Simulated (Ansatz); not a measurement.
# KTaO3: pressure against volume

One table from this session's results is given with a row withheld; the runs are named, their logs left out.

Computed with Ansatz 0.2.0 (DFT PBE, scalar-relativistic, unless a step's input says otherwise).

## The structure to begin with

Symmetry: Pm-3m, No. 221, cubic system. Conventional cell: a = 3.988 Å, b = 3.988 Å, c = 3.988 Å, α = 90.00°, β = 90.00°, γ = 90.00°. K (site symmetry m-3m) is surrounded by 12 O at 2.82 Å. Around Ta (site symmetry m-3m) lie 6 O at 1.99 Å. Around O (site symmetry 4/mmm) lie 2 Ta at 1.99 Å and 4 K at 2.82 Å.

Structure file:

```xyz
5
Lattice="3.9883 0.0000 0.0000 0.0000 3.9883 0.0000 0.0000 0.0000 3.9883" Properties=species:S:1:pos:R:3 pbc="T T T"
K     1.9941    1.9941    1.9941
Ta    0.0000    0.0000    0.0000
O     1.9941    0.0000    0.0000
O     0.0000    1.9941    0.0000
O     0.0000    0.0000    1.9941
```

Atoms are numbered in the order of the input: K1, Ta2, O3, O4, O5.

The first run:

The input, input.yaml:

```yaml
crystal:
  lattice:
    - [3.9068832774, 0.0, 0.0]
    - [0.0, 3.9068832774, 0.0]
    - [0.0, 0.0, 3.9068832774]
  atoms:
    - { symbol: K, position: [0.5, 0.5, 0.5] }
    - { symbol: Ta, position: [0.0, 0.0, 0.0] }
    - { symbol: O, position: [0.5, 0.0, 0.0] }
    - { symbol: O, position: [0.0, 0.5, 0.0] }
    - { symbol: O, position: [0.0, 0.0, 0.5] }
kpoints:
  mp_grid: { grid: [5, 5, 5] }
  band_path:
    path:
      - [0.0, 0.0, 0.0]
      - [0.0, 0.5, 0.0]
      - [0.5, 0.5, 0.0]
      - [0.0, 0.0, 0.0]
      - [0.5, 0.5, 0.5]
      - [0.0, 0.5, 0.0]
      - [0.5, 0.5, 0.5]
      - [0.5, 0.5, 0.0]
    npoints: 5
scf:
  occupations: { method: fermi_dirac, width: 0.01 }
hamiltonian:
  xc: pbe
  pseudopotentials: { kind: all_electron, lapw: { basis_error: 0.0005 } }
output:
  forces: true
  stress: true
  eigenvalues: true
```

Run with:

```bash
$ ansatz run input.yaml --threads 2 --pin off --max-ram 6144MiB --backend cpu --events-out ev --progress --plain --runs-dir out
```

Steps of the session up to this table: Volume × 0.94, LAPW; Volume × 0.94, PAW; Volume × 0.94, crystal datasets; Volume × 0.98, LAPW; Volume × 0.98, PAW; Volume × 0.98, crystal datasets; Volume × 1.01, LAPW; Volume × 1.01, PAW; Volume × 1.01, crystal datasets; Volume × 1.04, LAPW; Volume × 1.04, PAW; Volume × 1.04, crystal datasets.

One of the session's tables, all rows but one given; the rest of the session is left out.

| method | volume (Å³/atom) | pressure (GPa) | gap on the k mesh (eV) |
| --- | --- | --- | --- |
| LAPW | 11.927 | 20.39 | 2.48 |
| LAPW | 12.434 | 9.93 | 2.39 |
| LAPW | 12.815 | 3.43 | 2.31 |
| LAPW | 13.196 | -2.11 | 2.24 |
| PAW | 11.927 | 20.41 | 2.48 |
| PAW | 12.434 | 9.89 | 2.38 |
| PAW | 12.815 | ? | ? |
| PAW | 13.196 | -2.23 | 2.23 |
| crystal datasets | 11.927 | 20.39 | 2.48 |
| crystal datasets | 12.434 | 9.93 | 2.39 |
| crystal datasets | 12.815 | 3.43 | 2.31 |
| crystal datasets | 13.196 | -2.11 | 2.24 |

Estimate the missing values for PAW, 12.815.

As computed: pressure (GPa): 3.35; gap on the k mesh (eV): 2.31. In the column «pressure (GPa)» it lies between crystal datasets, 13.196 (-2.11) and LAPW, 12.815 (3.43).

Limits of these values: Shape and positions are held, so a fully relaxed modulus can be lower. Warnings in the runs' records: gradients without spin orbit, crystal datasets made.
